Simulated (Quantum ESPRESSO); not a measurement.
A calculation with Quantum ESPRESSO 7.5 of Au (ASE script, structure from a P1 CIF):

run.py

```python
import numpy as np
from ase.calculators.espresso import Espresso, EspressoProfile
from ase.io import read

atoms = read('Au.cif')

input_data = {
    'control': {'calculation': 'scf', 'prefix': 'pwscf', 'outdir': './tmp', 'tprnfor': True, 'tstress': True, 'disk_io': 'nowf'},
    'system': {'ecutwfc': 45.0, 'ecutrho': 360.0, 'nbnd': 18, 'occupations': 'smearing', 'smearing': 'fd', 'degauss': 0.00367493},
    'electrons': {'conv_thr': 4e-10, 'electron_maxstep': 120, 'mixing_beta': 0.5},
}
pseudopotentials = {'Au': 'au_pbesol_v1.uspp.F.UPF'}
profile = EspressoProfile(command='mpirun -n 2 pw.x -nk 2', pseudo_dir='pseudo')
dft = Espresso(profile=profile, input_data=input_data, pseudopotentials=pseudopotentials, kpts=(10, 10, 6), koffset=(0, 0, 0))
atoms.calc = dft

print(f'energy {atoms.get_potential_energy():.8f} eV')
print('forces (eV/A)')
print(np.round(atoms.get_forces(), 6))
print('stress (eV/A^3, Voigt)')
print(np.round(atoms.get_stress(), 8))
print(f'Fermi level {dft.get_fermi_level():.4f} eV')
```

Au.cif

```cif
data_Au
_cell_length_a 2.81548906
_cell_length_b 2.82020935
_cell_length_c 5.19094507
_cell_angle_alpha 103.14121738
_cell_angle_beta 102.66246225
_cell_angle_gamma 90.26320362
_space_group_name_H-M_alt 'P1'
_space_group_name_Hall 'P 1'
_space_group_IT_number 1
loop_
_space_group_symop_operation_xyz
'x,y,z'
loop_
_atom_site_label
_atom_site_type_symbol
_atom_site_symmetry_multiplicity
_atom_site_Wyckoff_symbol
_atom_site_fract_x
_atom_site_fract_y
_atom_site_fract_z
_atom_site_occupancy
Au1 Au 1 a 0.6728620000 0.6659620000 0.2740550000 1
Au2 Au 1 a 0.3271380000 0.3340380000 0.7259450000 1
```

Potentials or basis: GBRV 1.5 PBEsol.

Launch:

```bash
$ OMP_NUM_THREADS=1 python run.py
```

This isn't the form of Au at room conditions, which is fcc.

Problem. Write the same calculation in another form: native input, structure typed inline.

Solution. As run:

pw.in

```
&CONTROL
  calculation = 'scf'
  prefix = 'pwscf'
  outdir = './tmp'
  pseudo_dir = './pseudo'
  tprnfor = .true.
  tstress = .true.
  disk_io = 'low'
/
&SYSTEM
  ibrav = 0
  celldm(1) = 8
  nat = 2
  ntyp = 1
  ecutwfc = 45
  ecutrho = 360
  nbnd = 18
  occupations = 'smearing'
  smearing = 'fd'
  degauss = 0.00367493
/
&ELECTRONS
  conv_thr = 4d-10
  electron_maxstep = 120
  mixing_beta = 0.5
/
ATOMIC_SPECIES
Au   196.9666 au_pbesol_v1.uspp.F.UPF
CELL_PARAMETERS alat
  0.6650629032890   0.0000000000000   0.0000000000000
 -0.0030602571863   0.6661708806128   0.0000000000000
 -0.2687879461160  -0.2800127575121   1.1631297445939
ATOMIC_POSITIONS crystal
Au     0.6728620000    0.6659620000    0.2740550000
Au     0.3271380000    0.3340380000    0.7259450000
K_POINTS automatic
10 10 6 0 0 0
```

Contents of pp_density.in:

```
&INPUTPP
  prefix = 'pwscf'
  outdir = './tmp'
  filplot = 'density.dat'
  plot_num = 0
/
&PLOT
  nfile = 1
  filepp(1) = 'density.dat'
  iflag = 3
  output_format = 6
  fileout = 'density.cube'
/
```

Contents of pp_potential.in:

```
&INPUTPP
  prefix = 'pwscf'
  outdir = './tmp'
  filplot = 'potential.dat'
  plot_num = 11
/
&PLOT
  nfile = 1
  filepp(1) = 'potential.dat'
  iflag = 3
  output_format = 6
  fileout = 'potential.cube'
/
```

Potentials or basis: GBRV 1.5 PBEsol.

Launch:

```bash
$ OMP_NUM_THREADS=1 mpirun -n 2 pw.x -nk 2 -in pw.in > pw.out
$ OMP_NUM_THREADS=1 mpirun -n 1 pp.x -in pp_density.in > pp_density.out
$ OMP_NUM_THREADS=1 mpirun -n 1 pp.x -in pp_potential.in > pp_potential.out
```

Both were run:

|  | ASE script, structure from a P1 CIF | native input, structure typed inline |
| --- | --- | --- |
| Pressure | -8.3 GPa | -8.3 GPa |
| Largest force | 0.135 eV/Å | 0.135 eV/Å |
| Band gap on the k mesh | none (metal or under the smearing width) | none (metal or under the smearing width) |

Keys that steer only the numerical path or the files written may differ.
